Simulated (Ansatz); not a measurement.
# Checking a converged run of Co

System: Co, a measured crystal structure (space group Fm-3m, primitive cell doubled); the cell holds 2 atoms. Source: COD entry 9011621; the sample's temperature and pressure aren't taken into account, and it need not be the stable phase.

These are results of Ansatz, DFT, PBE+U, PAW, plane waves, scalar-relativistic, not measurements.

```yaml
crystal:
  lattice:
    - [0.0, 3.589, 3.589]
    - [1.7945, 0.0, 1.7945]
    - [1.7945, 1.7945, 0.0]
  atoms:
    - { symbol: Co, position: [0.0, 0.0, 0.0], spin: 3.0 }
    - { symbol: Co, position: [0.5, 0.0, 0.0], spin: -3.0 }
magnetization:
  spin_polarized: true
hamiltonian:
  xc: pbe
  pseudopotentials: { kind: paw }
  hubbard: { sites: [{ species: Co, l: d, u_eff: 2.7 }] }
basis:
  ecutwfc: 420
kpoints:
  mp_grid: { grid: [6, 12, 12] }
scf:
  occupations: { method: fermi_dirac, width: 0.05 }
  lower_state_search: "off"
output:
  forces: true
  stress: true
```

It took 2.7 s on 2 threads of Arm Neoverse V2 (shared host), peak memory 0.37 GiB.

The end of the output:

```
SCF converged after 11 iterations
Magnetization: 0.0000 μB (17.0000 up, 17.0000 down)
Absolute magnetization: 3.8716 μB (∫|ρ↑−ρ↓|, with the PAW one-centre terms)
Spin contamination: 1.8390 ħ² per cell (⟨S²⟩ above its minimum at these occupations)
Per-site moments (μB) at R_I (Å): [(1.8799, 1.0468), (-1.8799, 1.0468)]
Free energy (F): -10248.310392 eV
Harris-Foulkes:  -10248.310392 eV  (|F-HF|=7.53e-9)
Internal energy: -10248.296982 eV  (E = F + TS)
E sigma→0 (E₀):  -10248.303687 eV
Entropy (-TS):   -0.013410 eV (-6.705 meV/atom)
Fermi energy:    17.310760 eV
--- Forces (eV/Å), atoms counted from 1 ---
  atom   1  Co     0.00000000    -0.00000000    -0.00000000
  atom   2  Co    -0.00000000    -0.00000000    -0.00000000
--- Stress (GPa, compression-positive) ---
        2.731290      -9.590562      -9.590562
       -9.590562       2.731290       9.590562
       -9.590562       9.590562       2.731290
  P = ⅓ Tr σ = 2.7313 GPa (27.313 kbar)
```

A static U favours moments and orbital order; the result depends on U and need not be the measured state. The U is a test value, not one fitted to this metal, and a U on a metal's d shells tends to overstate moments.

Site moments are taken inside atomic spheres and don't add up to the total.

Eigenvalues of the Hubbard occupation matrices: Co1 up 0.93 0.97 0.97 0.97 0.97, down 0.32 0.32 0.69 0.69 0.93; Co2 up 0.32 0.32 0.69 0.69 0.93, down 0.93 0.97 0.97 0.97 0.97.

Q: Would you trust this as the ground state? If a lower solution is known, describe it.

A: No. A state 303 meV/atom (0.606 eV per cell) lower exists in this cell: ferromagnetic, site moments Co1 1.85, Co2 1.85 μB, total 3.51 μB per cell, no gap on the k-mesh. It was reached from: parallel moments, default search for lower states [Co1 3.00, Co2 3.00 μB]; the moments in brackets, symmetry off, plain SCF [Co1 3.00, Co2 3.00 μB]. Its occupation eigenvalues are Co1 up 0.96 0.96 0.96 0.98 0.98, down 0.31 0.31 0.78 0.78 0.78; Co2 up 0.96 0.96 0.96 0.98 0.98, down 0.31 0.31 0.78 0.78 0.78. The wrong state matters: the pressure is -2.3 GPa there against 2.7 GPa here. This multiple of the primitive cell fits some opposed orders; other multiples fit others. Only collinear orders within this cell were tried; the true ground state may need a larger cell.
